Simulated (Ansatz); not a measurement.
# The Nb2COS MXene monolayer between two gates

Wanted: Fermi level and gate voltage of the Nb2COS MXene monolayer as it is charged.

Main program and level: Ansatz 0.2.0; plane-wave DFT, PBE-D3(BJ), Ansatz PAW.

### Step 1. The starting structure

The cell holds 5 atoms: 1 S, 2 Nb, 1 C and 1 O. Its edges and angles: a = 3.151 Å, b = 3.151 Å, c = 41.759 Å, α = 90.0°, β = 90.0°, γ = 120.0°. Vacuum lies along c.

### Step 2. Relaxation

The starting cell is a guess, so the in-plane lattice and the atoms are relaxed first, with the slab cut off from its images along the normal.

The input, input.yaml:

```yaml
crystal:
  lattice:
    - [3.150576, 0.0, 0.0]
    - [-1.575288, 2.7284788526, 0.0]
    - [0.0, 0.0, 41.758695257]
  atoms:
    - { symbol: S, position: [0.3333333333, 0.6666666667, 0.435837372] }
    - { symbol: Nb, position: [0.6666666667, 0.3333333333, 0.4778095303] }
    - { symbol: C, position: [0.0, 0.0, 0.5075789793] }
    - { symbol: Nb, position: [0.3333333333, 0.6666666667, 0.5373484284] }
    - { symbol: O, position: [0.6666666667, 0.3333333333, 0.564162628] }
  periodic: [true, true, false]
kpoints:
  mp_grid: { grid: [12, 12, 1] }
hamiltonian:
  xc: pbe
  dispersion: d3bj
scf:
  occupations: { method: fermi_dirac, width: 0.05 }
  convergence: { dr2_threshold: 1.0e-09 }
relax:
  f_tol: 0.004
  max_steps: 90
  cell: {}
output:
  write_potential: true
  write_density: true
  volumetric_format: npy
```

Started as:

```bash
ansatz run input.yaml --threads 8 --pin off --max-ram 12288MiB --backend cpu --events-out ev --progress --plain --runs-dir out
```

Numbers of over 12 decimals in the logs are rounded to 6 here.

Output:

```text
Warning: relax.cell: scf.convergence.dr2_threshold = 1e-9 eV is looser than the 2.11963634445e-10 eV advised for a relaxation that steers and ends on the stress (1e-10 eV for each atom of the cell: 5, times the square of relax.cell.stress_2d_tol = 0.05 N/m over 15.4 Å (the atoms' height at the walk's start and 5 Å past either face), 3.255e-2 GPa, over a crystal's default 0.05). What an SCF threshold leaves in a stress goes as its square root, and in the free energy as the threshold itself, and one threshold admits the most on a small cell: [figures from the program's tests cut] Set scf.convergence.dr2_threshold to 2.11963634445e-10 eV or tighter. [rest of the remark cut]
Engine: ansatz 0.2.0, aarch64-unknown-linux-gnu
Pseudopotentials: kind: paw
Pseudopotential: S, paw, valence charge 6, recommended cutoff 420 eV (normal), S.paw.azcp
Pseudopotential: Nb, paw, valence charge 13, recommended cutoff 420 eV (normal), Nb.paw.azcp
Pseudopotential: C, paw, valence charge 4, recommended cutoff 420 eV (normal), C.paw.azcp
Pseudopotential: O, paw, valence charge 6, recommended cutoff 420 eV (normal), O.paw.azcp
Functional definition: PBE
  parameter kappa = 0.804
  parameter beta = 0.066725
  exchange = pbe_x(kappa = kappa, mu = beta*pi^2/3)
  correlation = pbe_c(beta = beta)
Crystal: 5 atoms, lattice volume = 358.969 Å³
Basis set: ecut = 420 eV, 6931 PW (Γ), exchange–correlation on 48×48×576 points (8 copies of the dense FFT grid, shifted against one another)
Bands: 26, of which v1, the nominal top of the filled ones, is band 21 counted from 1 (20 counted from 0)
Symmetry: 6 space group operations
Space group: P3m1 (ITA 156), of the structure as read, at distance tolerance 7.1e-5 Å
k-points: 19 of 144 (time reversal used)
Non-local potential: S, projectors of the file, l = 0: 2, l = 1: 2, l = 2: 2
Non-local potential: Nb, projectors of the file, l = 0: 3, l = 1: 2, l = 2: 2, l = 3: 1
Non-local potential: C, projectors of the file, l = 0: 2, l = 1: 2, l = 2: 1
Non-local potential: O, projectors of the file, l = 0: 2, l = 1: 2, l = 2: 1
PAW form: soft (Blöchl's): semilocal exchange-correlation on the pseudo side does not see the compensation charge
PAW one-centre angular grid: S, 110 points (default); XC on 64 Gauss nodes
PAW one-centre angular grid: Nb, 590 points (default); XC on 64 Gauss nodes
PAW one-centre angular grid: C, 110 points (default); XC on 64 Gauss nodes
PAW one-centre angular grid: O, 110 points (default); XC on 64 Gauss nodes
Initial density: superposition of atomic densities (neutral atoms: chi_scale 0, normalization atom), corrected by the library's trained network
Initial wavefunctions: pseudopotential atomic-orbital guess
Functional: x = pbe(κ = 0.804, μ = 0.219515), c = pbe(β = 0.066725)
SCF iter   1: F=—  HF=-10830.323504 eV  |F-HF|=—  |Δ(HF+E_count)|=         —  Δρ=2.89e-3  dr2=1.19e-1  ethr=1.77e-3  ⟨swp⟩=13.3  Hψ=3904  notcnv=0
preconditioner: auto → LDOS  [metal: Δε(μ)=0.053 eV  Ē_g=8.167 eV  σ=0.050 eV  W_gap=0.25  n_scr=24 (ndim 8)  ℏωp=10.0 eV  f_vac=0.790  D(μ)=2.01/eV (n_scr^D=12)  β→1.0]
SCF iter   2: F=—  HF=-10830.321529 eV  |F-HF|=—  |Δ(HF+E_count)|=   1.97e-3  Δρ=1.35e-3  dr2=6.52e-3  ethr=2.84e-4  ⟨swp⟩=3.6  Hψ=1106  notcnv=0  defer=1
SCF iter   3: F=—  HF=-10830.320593 eV  |F-HF|=—  |Δ(HF+E_count)|=   9.36e-4  Δρ=5.63e-4  dr2=1.32e-3  ethr=1.55e-5  ⟨swp⟩=4.1  Hψ=1380  notcnv=0  defer=1
SCF iter   4: F=—  HF=-10830.320418 eV  |F-HF|=—  |Δ(HF+E_count)|=   1.75e-4  Δρ=1.18e-4  dr2=1.25e-4  ethr=3.14e-6  ⟨swp⟩=2.7  Hψ=915  notcnv=0  defer=1
SCF iter   5: F=—  HF=-10830.320412 eV  |F-HF|=—  |Δ(HF+E_count)|=   6.34e-6  Δρ=2.28e-5  dr2=2.92e-6  ethr=2.99e-7  ⟨swp⟩=2.9  Hψ=954  notcnv=0  defer=1
SCF iter   6: F=—  HF=-10830.320392 eV  |F-HF|=—  |Δ(HF+E_count)|=   2.01e-5  Δρ=4.73e-6  dr2=2.10e-7  ethr=6.96e-9  ⟨swp⟩=3.6  Hψ=1174  notcnv=0  defer=1
SCF iter   7: F=—  HF=-10830.320392 eV  |F-HF|=—  |Δ(HF+E_count)|=   1.43e-7  Δρ=1.26e-6  dr2=5.71e-9  ethr=5.00e-10  ⟨swp⟩=3.8  Hψ=1152  notcnv=0  defer=1
SCF iter   8: F=-10830.320392 eV  HF=-10830.320392 eV  |F-HF|=1.25e-8  |Δ(HF+E_count)|=   3.16e-8  Δρ=3.60e-7  dr2=9.31e-10  ethr=2.38e-12  ⟨swp⟩=14.7  Hψ=4948  notcnv=0
SCF 1 converged in 8 iterations: F = -10830.320392 eV  dr2 = 9.31e-10
  greatest PAW one-centre occupation: 0.998 electrons in one spin orbital (limit 2), on the Nb atom at site 3 (counted from 0), in its partial waves of l = 0
relax step   1: F+E_penalty+E_count = -10830.32039181 eV  Δ(F+E_penalty+E_count) = +0.000e0 eV  max|allowed force component| = 9.302e-1 eV/Å  Δτ_max = 0.0000 Å  P = -0.523 N/m  Ω = 358.969 Å³  fix = [c, alpha, beta]  reactions: c -0.000 N/m  (8 SCF iters, accepted)
Crystal: 5 atoms, lattice volume = 372.195 Å³
Basis set: ecut = 420 eV, 7399 PW (Γ), exchange–correlation on 48×48×576 points (8 copies of the dense FFT grid, shifted against one another)
Initial density: handed on by an earlier stage of this run
Initial wavefunctions: those handed on with the density
iter 1 solved again at ethr=4.64e-4 eV; its pass at ethr=3.10e-3 eV (dr2=1.95e-1 eV) is discarded
SCF iter   1: F=—  HF=-10830.359008 eV  |F-HF|=—  |Δ(HF+E_count)|=         —  Δρ=6.85e-3  dr2=1.98e-1  ethr=4.64e-4  ⟨swp⟩=2.3  Hψ=4911  notcnv=0
preconditioner: auto → LDOS  [metal: Δε(μ)=0.035 eV  Ē_g=8.236 eV  σ=0.050 eV  W_gap=0.17  n_scr=24 (ndim 8)  ℏωp=9.8 eV  f_vac=0.801  D(μ)=2.34/eV (n_scr^D=14)  β→1.0]
SCF iter   2: F=—  HF=-10830.324551 eV  |F-HF|=—  |Δ(HF+E_count)|=   3.45e-2  Δρ=3.35e-3  dr2=6.09e-2  ethr=4.64e-4  ⟨swp⟩=4.1  Hψ=1290  notcnv=0
SCF iter   3: F=—  HF=-10830.310606 eV  |F-HF|=—  |Δ(HF+E_count)|=   1.39e-2  Δρ=5.97e-4  dr2=3.13e-3  ethr=1.45e-4  ⟨swp⟩=3.1  Hψ=1116  notcnv=0
SCF iter   4: F=—  HF=-10830.310397 eV  |F-HF|=—  |Δ(HF+E_count)|=   2.09e-4  Δρ=2.00e-4  dr2=1.45e-4  ethr=7.45e-6  ⟨swp⟩=3.3  Hψ=1106  notcnv=0
SCF iter   5: F=—  HF=-10830.310382 eV  |F-HF|=—  |Δ(HF+E_count)|=   1.49e-5  Δρ=4.84e-5  dr2=2.00e-5  ethr=3.45e-7  ⟨swp⟩=3.2  Hψ=1120  notcnv=0
SCF iter   6: F=—  HF=-10830.310417 eV  |F-HF|=—  |Δ(HF+E_count)|=   3.47e-5  Δρ=1.87e-5  dr2=3.31e-6  ethr=4.76e-8  ⟨swp⟩=3.8  Hψ=1041  notcnv=0
SCF iter   7: F=—  HF=-10830.310413 eV  |F-HF|=—  |Δ(HF+E_count)|=   3.89e-6  Δρ=5.72e-6  dr2=4.79e-7  ethr=7.88e-9  ⟨swp⟩=3.6  Hψ=1053  notcnv=0
SCF iter   8: F=—  HF=-10830.310413 eV  |F-HF|=—  |Δ(HF+E_count)|=   1.48e-7  Δρ=1.69e-6  dr2=3.12e-8  ethr=1.14e-9  ⟨swp⟩=3.6  Hψ=1076  notcnv=0
SCF iter   9: F=—  HF=-10830.310413 eV  |F-HF|=—  |Δ(HF+E_count)|=   6.42e-9  Δρ=5.70e-7  dr2=2.20e-9  ethr=7.42e-11  ⟨swp⟩=3.6  Hψ=1177  notcnv=0
[...]
SCF iter   2: F=—  HF=-10830.345892 eV  |F-HF|=—  |Δ(HF+E_count)|=   1.17e-2  Δρ=2.17e-3  dr2=2.79e-2  ethr=3.51e-4  ⟨swp⟩=3.7  Hψ=1112  notcnv=0
SCF iter   3: F=—  HF=-10830.341446 eV  |F-HF|=—  |Δ(HF+E_count)|=   4.45e-3  Δρ=1.00e-3  dr2=6.03e-3  ethr=6.65e-5  ⟨swp⟩=2.7  Hψ=1129  notcnv=0
SCF iter   4: F=—  HF=-10830.340202 eV  |F-HF|=—  |Δ(HF+E_count)|=   1.24e-3  Δρ=2.98e-4  dr2=6.07e-4  ethr=1.44e-5  ⟨swp⟩=3.7  Hψ=1202  notcnv=0
SCF iter   5: F=—  HF=-10830.340115 eV  |F-HF|=—  |Δ(HF+E_count)|=   8.72e-5  Δρ=8.94e-5  dr2=1.08e-4  ethr=1.44e-6  ⟨swp⟩=3.5  Hψ=1141  notcnv=0
SCF iter   6: F=—  HF=-10830.340103 eV  |F-HF|=—  |Δ(HF+E_count)|=   1.12e-5  Δρ=2.40e-5  dr2=4.77e-6  ethr=2.58e-7  ⟨swp⟩=3.3  Hψ=892  notcnv=0
SCF iter   7: F=—  HF=-10830.340115 eV  |F-HF|=—  |Δ(HF+E_count)|=   1.16e-5  Δρ=4.90e-6  dr2=9.74e-8  ethr=1.14e-8  ⟨swp⟩=3.4  Hψ=1197  notcnv=0
SCF iter   8: F=—  HF=-10830.340114 eV  |F-HF|=—  |Δ(HF+E_count)|=   4.34e-7  Δρ=1.26e-6  dr2=8.39e-9  ethr=2.32e-10  ⟨swp⟩=3.8  Hψ=1205  notcnv=0
SCF iter   9: F=-10830.340115 eV  HF=-10830.340115 eV  |F-HF|=1.17e-8  |Δ(HF+E_count)|=   5.59e-8  Δρ=3.63e-7  dr2=3.70e-10  ethr=2.38e-12  ⟨swp⟩=13.7  Hψ=4785  notcnv=0
SCF 3 converged in 9 iterations: F = -10830.340115 eV  dr2 = 3.70e-10
relax step   3: F+E_penalty+E_count = -10830.34011452 eV  Δ(F+E_penalty+E_count) = -1.972e-2 eV  max|allowed force component| = 1.355e0 eV/Å  Δτ_max = 0.0964 Å  P = +2.510 N/m  Ω = 360.664 Å³  energy of the carried Pulay correction = -5.257e-4 eV  fix = [c, alpha, beta]  reactions: c +0.000 N/m  (9 SCF iters, accepted)
[...]
relax step   4: F+E_penalty+E_count = -10830.39332994 eV  Δ(F+E_penalty+E_count) = -5.322e-2 eV  max|allowed force component| = 8.003e-2 eV/Å  Δτ_max = 0.0371 Å  P = -0.271 N/m  Ω = 364.498 Å³  energy of the carried Pulay correction = -1.706e-3 eV  fix = [c, alpha, beta]  reactions: c -0.000 N/m  (9 SCF iters, accepted)
[...]
relax step   5: F+E_penalty+E_count = -10830.39374057 eV  Δ(F+E_penalty+E_count) = -4.106e-4 eV  max|allowed force component| = 2.489e-2 eV/Å  Δτ_max = 0.0046 Å  P = +0.118 N/m  Ω = 363.960 Å³  energy of the carried Pulay correction = -1.541e-3 eV  fix = [c, alpha, beta]  reactions: c +0.000 N/m  (8 SCF iters, accepted)
[...]
relax step   6: F+E_penalty+E_count = -10830.39372711 eV  Δ(F+E_penalty+E_count) = +1.346e-5 eV  max|allowed force component| = 1.063e-3 eV/Å  Δτ_max = 0.0016 Å  P = +0.004 N/m  Ω = 364.202 Å³  energy of the carried Pulay correction = -1.615e-3 eV  fix = [c, alpha, beta]  reactions: c +0.000 N/m  (7 SCF iters, accepted)
Initial wavefunctions: pseudopotential atomic-orbital guess (no wavefunctions were taken with the density)
iter 1 solved again at ethr=2.31e-7 eV; its pass at ethr=3.10e-3 eV (dr2=9.69e-5 eV) is discarded
SCF iter   1: F=—  HF=-10830.395096 eV  |F-HF|=—  |Δ(HF+E_count)|=         —  Δρ=4.61e-5  dr2=8.66e-7  ethr=2.31e-7  ⟨swp⟩=6.7  Hψ=6510  notcnv=0
preconditioner: auto → LDOS  [metal: Δε(μ)=0.051 eV  Ē_g=8.243 eV  σ=0.050 eV  W_gap=0.25  n_scr=24 (ndim 8)  ℏωp=9.9 eV  f_vac=0.795  D(μ)=2.27/eV (n_scr^D=14)  β→1.0]
SCF iter   2: F=—  HF=-10830.395520 eV  |F-HF|=—  |Δ(HF+E_count)|=   4.24e-4  Δρ=1.41e-5  dr2=5.05e-7  ethr=2.06e-9  ⟨swp⟩=4.2  Hψ=1444  notcnv=0
SCF iter   3: F=—  HF=-10830.395517 eV  |F-HF|=—  |Δ(HF+E_count)|=   3.47e-6  Δρ=2.09e-6  dr2=2.51e-8  ethr=1.20e-9  ⟨swp⟩=2.9  Hψ=865  notcnv=0
SCF iter   4: F=—  HF=-10830.395520 eV  |F-HF|=—  |Δ(HF+E_count)|=   3.29e-6  Δρ=6.21e-7  dr2=1.50e-9  ethr=5.97e-11  ⟨swp⟩=3.7  Hψ=1159  notcnv=0
SCF iter   5: F=-10830.395520 eV  HF=-10830.395520 eV  |F-HF|=3.19e-8  |Δ(HF+E_count)|=   1.31e-7  Δρ=1.48e-7  dr2=2.16e-10  ethr=2.38e-12  ⟨swp⟩=17.2  Hψ=5002  notcnv=0
SCF 7 converged in 5 iterations: F = -10830.395520 eV  dr2 = 2.16e-10
relax step   7: F+E_penalty+E_count = -10830.39552001 eV  Δ(F+E_penalty+E_count) = -1.793e-3 eV  max|allowed force component| = 9.547e-4 eV/Å  Δτ_max = 0.0000 Å  P = +0.040 N/m  Ω = 364.202 Å³  fix = [c, alpha, beta]  reactions: c +0.000 N/m  stress off target by 3.96e-2 N/m on what of the cell is left free  SCF on the basis re-selected at this cell (its energy is not comparable with the rows above)  (5 SCF iters)
basis re-selected at this cell: Δ(F+E_penalty+E_count) = -1.793e-3 eV, ΔP = +0.036 N/m vs the last step (what re-selecting the basis moved, of the pressure what is left beyond the Pulay correction that the steps carried, after the strain that the cell walked since its last selection, with what the two solves' SCF thresholds leave and, on support functions, any second-order correction that the steps lacked; it is no m [...]
WARN: The output density's exchange-correlation potential varies sharply where the density is thin. Do not read a vacuum level from v_tot or v_xc, or from such a field of the output density. On a cell that repeats whose density bears no net charge and no dipole along the vacuum's axis use v_es (v_loc + v_h of the components); under efield.dipole_correction with no amplitude use v_es + v_field, which holds any externa [...]
SCF converged after 5 iterations
Free energy (F): -10830.395520 eV
Harris-Foulkes:  -10830.395520 eV  (|F-HF|=3.19e-8)
Internal energy: -10830.378304 eV  (E = F + TS)
E sigma→0 (E₀):  -10830.386912 eV
Entropy (-TS):   -0.017216 eV (-3.443 meV/atom)
Fermi energy:    -5.538693 eV
--- Per-component energies (eV) ---
  E_band       = -1004.571865
  E_kinetic    = 1161.646648
  E_local      = -155954.304162  (includes V_loc(G=0)·N_el)
  E_nonlocal   = 337.464551
  E_hartree    = 77189.995807
  E_xc         = -572.489386
  E_vxc        = -670.309752  (∫ρ·V_xc dr)
  E_paw        = -7001.883087  (= ΣΔE_a)
  E_vpaw       = -259.063497  (= ΣTr[D̂ρ^β])
  E_aug_tail   = 0.002449  (compensation charges beyond the density's cutoff)
  E_ewald      = 74010.779820
  E_disp       = -1.590945  (pairwise vdW)
  E_smearing   = -0.017216  (= −TS)
  E_closure    = 0.000000  (closes the sum)
  Σ components = -10830.395520   (vs F -10830.395520, Δ=0.00e0)
--- Forces (eV/Å), atoms counted from 1 ---
  atom   1  S      0.00000000    -0.00000000    -0.00063441
  atom   2  Nb    -0.00000000     0.00000000    -0.00036955
  atom   3  C      0.00000000    -0.00000000     0.00095430
  atom   4  Nb     0.00000000     0.00000000    -0.00054111
  atom   5  O      0.00000000     0.00000000     0.00058854
  max |Σ_I F_I| component: 2.23e-6 eV/Å
--- 2D stress c σ (N/m, compression-positive) ---
        0.039620       0.000000      -0.000000
        0.000000       0.039620      -0.000000
       -0.000000      -0.000000       0.000000
  P = ½ c Tr σ = 0.0396 N/m
--- Band table (eV; the first three rows and the last of 19) ---
  k-point 0: bands = [... 17 lower, -7.8453, -6.3035, -6.3035, -5.9584, -5.9584, -5.7125, -4.2584, -4.2584, ... 1 higher]
  k-point 1: bands = [... 17 lower, -7.7676, -6.9979, -6.7438, -6.0968, -5.5088, -5.2298, -4.2349, -4.1382, ... 1 higher]
  k-point 2: bands = [... 17 lower, -8.4981, -7.3973, -7.0874, -6.5379, -5.1561, -4.7201, -4.1883, -3.6713, ... 1 higher]
  k-point 18: bands = [... 17 lower, -9.5494, -9.1009, -8.8811, -5.0246, -4.8024, -4.1294, -3.4691, -3.0223, ... 1 higher]
  the weakly bound empty levels are not read free of the cell's end (no_gap_told)
--- Relaxed structure (6 steps of the walk, 5 accepted, 1 SCFs on fresh bases) ---
  F+E_penalty+E_count = -10830.39552001 eV   max|allowed force component| = 9.547e-4 eV/Å   (the final SCF, on the basis selected at the relaxed cell)
  cell:  # Å, volume = 364.2016 Å³
    - [3.173454, 0, 0]
    - [-1.586727, 2.748292, 0]
    - [0, 0, 41.758695257]
  atoms:
    - { symbol: S, position: [0.333333, 0.666667, 0.438107] }
    - { symbol: Nb, position: [0.666667, 0.333333, 0.478031] }
    - { symbol: C, position: [-1.8765426177828454e-19, 0, 0.507502] }
    - { symbol: Nb, position: [0.333333, 0.666667, 0.536990] }
    - { symbol: O, position: [0.666667, 0.333333, 0.562107] }
```

It took 22 s on 8 threads of Arm Neoverse V1, shared host; peak memory 0.98 GiB; 2.7 min of CPU time.

Relaxation path:

| step | energy less that of the first step (eV) | largest force component (eV/Å) | volume (Å³) |
| --- | --- | --- | --- |
| 1 | 0.0000 | 0.9302 | 358.97 |
| 2 | 0.0100 | 0.6459 | 372.20 |
| 3 | -0.0197 | 1.3551 | 360.66 |
| 4 | -0.0729 | 0.0800 | 364.50 |
| 5 | -0.0733 | 0.0249 | 363.96 |
| 6 | -0.0733 | 0.0011 | 364.20 |
| 7* | -0.0751 | 0.0010 | 364.20 |

Relaxation steps marked * repeat the geometry before them on a plane-wave basis chosen anew for their cell, so energy and pressure can jump there. Relaxation step 2 was tried and not accepted.

The run keeps the 6 symmetry operations that it works with, so distortions that break them were not tested.

| cell as run | before | after | change |
| --- | --- | --- | --- |
| a (Å) | 3.151 | 3.173 | +0.7 % |
| b (Å) | 3.151 | 3.173 | +0.7 % |

The atoms that moved most (Å, along periodic axes as changes of fractional coordinates times the final cell, across vacuum about the mean position):

| atom | dx | dy | dz | length |
| --- | --- | --- | --- | --- |
| S1 | 0.000 | 0.000 | 0.095 | 0.095 |
| O5 | 0.000 | 0.000 | -0.086 | 0.086 |
| Nb4 | 0.000 | 0.000 | -0.015 | 0.015 |
| Nb2 | 0.000 | 0.000 | 0.009 | 0.009 |

Final coordinates:

```xyz
5
Lattice="3.1735 0.0000 0.0000 -1.5867 2.7483 0.0000 0.0000 0.0000 41.7587" Properties=species:S:1:pos:R:3
S     0.0000    1.8322   18.2948
Nb    1.5867    0.9161   19.9620
C     0.0000    0.0000   21.1926
Nb    0.0000    1.8322   22.4240
O     1.5867    0.9161   23.4728
```

This step gave:

```yaml
energy_at_zero_smearing: -10830.3869 eV
```

The lattice constant a goes from 3.151 to 3.173 Å.

(Continued in part 2 of 3.)

[Logs are printed without paths, hosts, clocks, repeated set-up lines and the standing remarks that a program may print on its own settings, such as how far it seeks lower states.]

[Hosts, paths, dates, database ids (printed as entryN), source tags and the programs' standing remarks are cut or masked in the printed files.]

[Maps of the electrostatic potential energy from Ansatz leave out the sawtooth potential of an applied field or a dipole correction, so their vacuum need not be flat; planar profiles and work functions include it.]
